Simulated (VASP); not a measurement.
Runs of VASP 6.6.1 on CdSe. It takes space group F-43m (No. 216, cubic). The conventional cell has a = 6.141 Å, b = 6.141 Å, c = 6.141 Å, α = 90.00°, β = 90.00°, γ = 90.00°. Cd (site symmetry -43m) is surrounded by 4 Se at 2.66 Å. Around Se (site symmetry -43m) lie 4 Cd at 2.66 Å. Measurements of this composition are mostly on another form, of space group No. 186.

```csv
task,level,potentials or basis,cell,k mesh,cutoff (eV),smearing,cutoff of the response function,frequency points,empty bands,GW scheme,GW iterations,mesh quality,gap on the mesh (eV),pressure (GPa)
single point,r2SCAN,"VASP PAW PBE potentials, release 64 (Cd, Se)",as given,8 × 8 × 8,520,fermi-dirac 0.05 eV,-,-,-,-,-,not flagged,1.02,(a)
single point,PBE,"VASP PAW PBE potentials, release 64 (Cd, Se)",as given,8 × 8 × 8,520,fermi-dirac 0.05 eV,-,-,-,-,-,not flagged,0.55,1.6
single point,PBE,"VASP PAW PBE potentials, release 64 (Cd_GW, Se_GW)",as given,4 × 4 × 4,350,gaussian 0.02 eV,-,-,-,-,-,coarse,0.52,(b)
relaxation of cell and atoms,TPSS,"VASP PAW PBE potentials, release 64 (Cd, Se)",relaxed,8 × 8 × 8,600,gaussian 0.05 eV,-,-,-,-,-,not flagged,0.71,0.0
```

Alike in all rows: no spin polarisation.

Q: Estimate the missing entries.

A: (a) 0.1; (b) 1.1.

Caveats: some runs use coarse meshes; the PAW data sets were made with another functional, which shifts forces and pressure a little (some runs).

A k mesh can miss the band edges, and the runs leave out spin-orbit coupling on Cd, Se.

Not every run made on this cell is shown here.
